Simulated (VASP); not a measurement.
## TiSe: equation of state with PBEsol

TiSe:

```
CELL_PARAMETERS angstrom
4.17836 0.00000 0.00000
0.00000 4.17836 0.00000
0.00000 0.00000 5.98442
ATOMIC_POSITIONS crystal
Se 0.00000 0.50000 0.76056
Se 0.50000 0.00000 0.23944
Ti 0.00000 0.00000 0.00000
Ti 0.50000 0.50000 0.00000
```

The cell comes from a database or a generator and needn't be the stable form of this composition.

```yaml
Program: VASP 6.6.1
Task: equation of state
Functional: PBEsol
Potentials_or_basis: VASP PAW PBE potentials, release 64 (Se, Ti_sv)
Cutoff: 520 eV
k_mesh: 7 × 7 × 5
Occupations: fermi-dirac, width 0.05 eV
Spin: no spin polarisation
```

* Equilibrium volume: 25.12 Å³/atom
* Bulk modulus at fixed shape and positions: 75 GPa
* Pressure derivative of the bulk modulus: 4.4

Energy against volume, from the lowest point:
```
volume (Å³/atom)  energy (meV/atom)
          24.553               3.06
          25.075               0.00
          25.598               2.05
          26.120               8.68
          26.642              19.40
          27.165              33.78
          27.687              51.44
```

All runs of the series together: 4 min on 1 thread of Intel(R) Xeon(R) 6975P-C (Granite Rapids) (shared host).

Caveat: the cell was scaled at fixed shape and fractional positions, which overstates the stiffness of a crystal with free parameters, most of all of layers and chains; the PAW data sets were made with another functional, which shifts forces and pressure a little; this functional lacks dispersion, which binds the layers, so the pressure and a relaxed spacing across them are unreliable.
